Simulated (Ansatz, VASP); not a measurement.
## Two plane-wave programs on Pt

INCAR

```
  PREC = Accurate
  ENCUT = 520
  EDIFF = 1E-6
  ISMEAR = 1
  SIGMA = 0.05
  LREAL = F
  LASPH = T
  NELM = 80
  ALGO = Normal
  ISIF = 2
  LWAVE = F
  LCHARG = F
  GGA = PS
  NBANDS = 11
```

File KPOINTS:

```
Automatic mesh
0
Gamma
  10 10 10
```

Contents of POSCAR:

```
Pt
1.0
    0.0000000000      1.9477392008      1.9477392008
    1.9477392008      0.0000000000      1.9477392008
    1.9477392008      1.9477392008      0.0000000000
Pt
1
Direct
    0.0000000000      0.0000000000      0.0000000000
```

Input for Ansatz:

```yaml
crystal:
  lattice:
    - [0.0, 1.947739200772908, 1.947739200772908]
    - [1.947739200772908, 0.0, 1.947739200772908]
    - [1.947739200772908, 1.947739200772908, 0.0]
  atoms:
    - { symbol: Pt, position: [0.0, 0.0, 0.0] }
basis:
  ecutwfc: 420.0
kpoints:
  mp_grid:
    grid: [10, 10, 10]
hamiltonian:
  xc: pbesol
scf:
  occupations:
    method: cold
    width: 0.05
output:
  stress: true
```

Alike in both runs: task single point; functional PBEsol; k mesh 10 × 10 × 10; no spin polarisation.

|  | VASP | Ansatz |
| --- | --- | --- |
| version | VASP 6.6.1 | Ansatz 0.2.0 |
| potentials or method | VASP PAW PBE potentials, release 64 (Pt) | plane waves, PAW |
| plane-wave cutoff (eV) | 520 | 420 |
| occupations | methfessel-paxton of order 1, width 0.05 eV | cold, width 0.05 eV |
| valence electrons in the cell | 10 | 18 |

|  | VASP | Ansatz | Ansatz less VASP |
| --- | --- | --- | --- |
| pressure (GPa) | 4.9 | 5.3 | +0.39 |

The two sets of potentials don't hold the same shells in valence.

Caveats: the PAW data sets were made with another functional, which shifts forces and pressure a little (VASP). Spin-orbit coupling is left out, which matters for the levels of Pt.
